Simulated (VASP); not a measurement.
Computed with PBE GGA, VASP's PBE PAW potentials (set 64) (plane waves; VASP 6.6.1).

A VASP calculation is set up with these files.

### KPOINTS
```
Regular mesh
0
gamma
7 7 7
0 0 0
```

### INCAR
```
! general
SYSTEM   =  CsI
PREC     =  Accurate
ENCUT    =  500   ! plane-wave cut-off (eV)
LREAL    =  .False.   ! projection in real space or not
LASPH    =  .True.

! electronic loop
EDIFF    =  1E-6
NELM     =  100
ALGO     =  Normal   ! blocked Davidson
LMAXMIX  =  4   ! l cut-off of mixed one-centre charges

! smearing
ISMEAR   =  0   ! Gaussian
SIGMA    =  0.05   ! width (eV)

! functional
GGA      =  PE   ! PBE

! ions
IBRION   =  2   ! conjugate gradients
NSW      =  40   ! most ionic steps
ISIF     =  3   ! ions, shape and volume
EDIFFG   =  -0.02
PSTRESS  =  300   ! kbar

! output
LWAVE    =  .False.
LCHARG   =  .False.
```

**POSCAR**
```
CsI
1.0
  3.7915152588   0.0000000000   0.0000000000
  0.0000000000   3.7915152588   0.0000000000
  0.0000000000   0.0000000000   3.7915152588
Cs I
1 1
Cart
  0.0000000000   0.0000000000   0.0000000000
  1.8957576294   1.8957576294   1.8957576294
```

POTCAR, in this order: Cs_sv I (PBE.64 set). Program: vasp_std.

Output

OUTCAR:
```
 ion  position               nearest neighbor table
   1  0.000  0.000  0.000-   2 3.28   2 3.28   2 3.28   2 3.28   2 3.28   2 3.28   2 3.28   2 3.28
  LATTYP: Found a simple cubic cell.
 ALAT       =     3.7915152588
 Subroutine PRICEL returns:
 Original cell was already a primitive cell.
 Subroutine GETGRP returns: Found 48 space group operations
The static configuration has the point symmetry O_h .
The dynamic configuration has the point symmetry O_h .
 Subroutine INISYM returns: Found 48 space group operations
 Subroutine IBZKPT returns following result:
 Found     20 irreducible k-points:

 Following reciprocal coordinates:
            Coordinates               Weight
  0.000000  0.000000  0.000000      1.000000
  0.142857  0.000000  0.000000      6.000000
  0.285714  0.000000  0.000000      6.000000
  0.428571  0.000000  0.000000      6.000000
  0.142857  0.142857  0.000000     12.000000
  0.285714  0.142857  0.000000     24.000000
  0.428571  0.142857  0.000000     24.000000
  0.285714  0.285714  0.000000     12.000000
  0.428571  0.285714  0.000000     24.000000
  0.428571  0.428571  0.000000     12.000000
  0.142857  0.142857  0.142857      8.000000
  0.285714  0.142857  0.142857     24.000000
  0.428571  0.142857  0.142857     24.000000
  0.285714  0.285714  0.142857     24.000000
  0.428571  0.285714  0.142857     48.000000
  0.428571  0.428571  0.142857     24.000000
  0.285714  0.285714  0.285714      8.000000
  0.428571  0.285714  0.285714     24.000000
  0.428571  0.428571  0.285714     24.000000
  0.428571  0.428571  0.428571      8.000000
   k-points           NKPTS =     20   k-points in BZ     NKDIM =     20   number of bands    NBANDS=     12
   number of dos      NEDOS =    301   number of ions     NIONS =      2
   total plane-waves  NPLWV =  21952
   dimension x,y,z NGX =    28 NGY =   28 NGZ =   28
   dimension x,y,z NGXF=    56 NGYF=   56 NGZF=   56
   ions per type =               1   1
   PREC   = accura    normal or accurate (medium, high low for compatibility)
   ISTART =      0    job   : 0-new  1-cont  2-samecut
   ICHARG =      2    charge: 1-file 2-atom 10-const
   ISPIN  =      1    spin polarized calculation?
   LNONCOLLINEAR =      F non collinear calculations
   LSORBIT =      F    spin-orbit coupling
   INIWAV =      1    electr: 0-lowe 1-rand  2-diag
   ENCUT  =  500.0 eV  36.75 Ry    6.06 a.u.   6.91  6.91  6.91*2*pi/ulx,y,z
   NELM   =    100;   NELMIN=  2; NELMDL= -5     # of ELM steps
   EDIFF  = 0.1E-05   stopping-criterion for ELM
   LREAL  =      F    real-space projection
   NLSPLINE    = F    spline interpolate recip. space projectors
   LMAXMIX     =    4 max onsite mixed and CHGCAR
   VOSKOWN=      0    Vosko Wilk Nusair interpolation
   EDIFFG = -.2E-01   stopping-criterion for IOM
   NSW    =     40    number of steps for IOM
   NBLOCK =      1;   KBLOCK =     40    inner block; outer block
   IBRION =      2    ionic relax: 0-MD 1-quasi-New 2-CG
   NFREE  =      1    steps in history (QN), initial steepest desc. (CG)
   ISIF   =      3    stress and relaxation
   ISYM   =      2    0-nonsym 1-usesym 2-fastsym
   TEIN   =    0.0    initial temperature
   TEBEG  =    0.0;   TEEND  =   0.0 temperature during run
   SMASS  =  -3.00    Nose mass-parameter (am)
   PSTRESS=  300.0 pullay stress
   NELECT =      16.0000    total number of electrons
   EFERMI =   0.00;   METHOD = LEGACY
   ISMEAR =     0;   SIGMA  =   0.05  broadening in eV -4-tet -1-fermi 0-gaus
   IALGO  =     38    algorithm
   LDIAG  =      T    sub-space diagonalisation (order eigenvalues)
   IMIX   =      4    mixing-type and parameters
     AMIX     =   0.40;   BMIX     =  1.00
     AMIX_MAG =   1.60;   BMIX_MAG =  1.00
     AMIN     =   0.10
...
```

File OSZICAR:
```
       N       E                     dE             d eps       ncg     rms          rms(c)
DAV:   1     0.862985738349E+02    0.86299E+02   -0.68941E+03   480   0.115E+03
DAV:   2     0.179068762100E+01   -0.84508E+02   -0.78938E+02   672   0.176E+02
DAV:   3    -0.314391673254E+01   -0.49346E+01   -0.49057E+01   600   0.485E+01
DAV:   4    -0.319003990714E+01   -0.46123E-01   -0.46115E-01   548   0.576E+00
DAV:   5    -0.319061904182E+01   -0.57913E-03   -0.57910E-03   600   0.643E-01    0.388E+00
DAV:   6    -0.307738841543E+01    0.11323E+00   -0.14778E-01   512   0.254E+00    0.257E+00
DAV:   7    -0.305579804720E+01    0.21590E-01   -0.15131E-01   552   0.249E+00    0.786E-01
DAV:   8    -0.305649583214E+01   -0.69778E-03   -0.18320E-02   516   0.101E+00    0.288E-01
DAV:   9    -0.305653871366E+01   -0.42882E-04   -0.81553E-04   588   0.214E-01    0.237E-01
DAV:  10    -0.305648874858E+01    0.49965E-04   -0.11876E-03   532   0.222E-01    0.212E-01
DAV:  11    -0.305648807991E+01    0.66868E-06   -0.15262E-04   532   0.105E-01    0.921E-02
DAV:  12    -0.305646837473E+01    0.19705E-04   -0.23005E-05   572   0.298E-02    0.704E-02
DAV:  13    -0.305645552348E+01    0.12851E-04   -0.30117E-05   528   0.343E-02    0.308E-02
DAV:  14    -0.305645513604E+01    0.38745E-06   -0.33096E-06   520   0.123E-02
   1 F= 0.71493929E+01 E0= 0.71493929E+01  d E =0.714939E+01
```

OUTCAR:
```
------------------------ aborting loop because EDIFF is reached ----------------------------------------
  FORCE on cell =-STRESS in cart. coord.  units (eV):
  Direction    XX          YY          ZZ          XY          YZ          ZX
  --------------------------------------------------------------------------------------
  Total       10.1707776     10.1707776     10.1707776      0.0000000      0.0000000     -0.0000000
  in kB      298.9691083    298.9691083    298.9691083      0.0000000      0.0000000     -0.0000000
  external PRESSURE =      -1.0308917 kB  Pullay stress =     300.0000000 kB
  volume of cell :       54.51
      direct lattice vectors                 reciprocal lattice vectors
     3.791515259  0.000000000  0.000000000     0.263746796  0.000000000  0.000000000
     0.000000000  3.791515259  0.000000000     0.000000000  0.263746796  0.000000000
     0.000000000  0.000000000  3.791515259     0.000000000  0.000000000  0.263746796
 POSITION                                       TOTAL-FORCE (eV/Angst)
 -----------------------------------------------------------------------------------
      0.00000      0.00000      0.00000         0.000000      0.000000      0.000000
      1.89576      1.89576      1.89576         0.000000      0.000000      0.000000
 -----------------------------------------------------------------------------------
    total drift:                               -0.000000      0.000000      0.000000
  FREE ENERGIE OF THE ION-ELECTRON SYSTEM (eV)
  ---------------------------------------------------
  free  energy   TOTEN  =        -3.0564551360 eV

  energy  without entropy=       -3.0564551360  energy(sigma->0) =       -3.05645514
  enthalpy is  TOTEN    =         7.1493928825 eV   P V=       10.2058480186

 reached required accuracy - stopping structural energy minimisation
```
(Selected blocks of OUTCAR.)

OUTCAR:
```
 val. band max:        5.9908928306   @ k =   0.0000   0.0000   0.0000

 cond. band min:       8.0677645262   @ k =   0.0000   0.0000   0.0000


 Fermi energy:         6.2073501167

 k-point     1 :       0.0000    0.0000    0.0000
  band No.  band energies     occupation
      1     -15.0552      2.00000
      2      -6.2798      2.00000
      3      -1.4965      2.00000
      4      -1.4965      2.00000
      5      -1.4965      2.00000
      6       5.9909      2.00000
      7       5.9909      2.00000
      8       5.9909      2.00000
      9       8.0678      0.00000
     10       8.0678      0.00000
     11      12.7188      0.00000
     12      14.3047      0.00000

 k-point     2 :       0.1429    0.0000    0.0000
  band No.  band energies     occupation
      1     -15.0028      2.00000
      2      -6.4219      2.00000
      3      -1.5083      2.00000
      4      -1.4134      2.00000
      5      -1.4134      2.00000
      6       5.0716      2.00000
      7       5.7570      2.00000
      8       5.7570      2.00000
      9       8.2559      0.00000
     10       9.0560      0.00000
     11      13.5315      0.00000
     12      14.2159      0.00000

 k-point     3 :       0.2857    0.0000    0.0000
  band No.  band energies     occupation
      1     -14.8796      2.00000
      2      -6.7640      2.00000
      3      -1.3885      2.00000
      4      -1.2110      2.00000
      5      -1.2110      2.00000
      6       3.5674      2.00000
      7       5.2250      2.00000
      8       5.2250      2.00000
      9       8.8037      0.00000
     10      11.2662      0.00000
     11      13.3362      0.00000
     12      14.3981      0.00000

 k-point     4 :       0.4286    0.0000    0.0000
  band No.  band energies     occupation
      1     -14.7748      2.00000
      2      -7.0549      2.00000
      3      -1.1186      2.00000
      4      -1.0291      2.00000
      5      -1.0291      2.00000
      6       2.4794      2.00000
...
```

Unless said otherwise, spin-orbit coupling is left out, though it shifts the bands of the heavy elements here.

The compound is CsI in the CsCl type structure. It was relaxed first under an external pressure of 30 GPa.
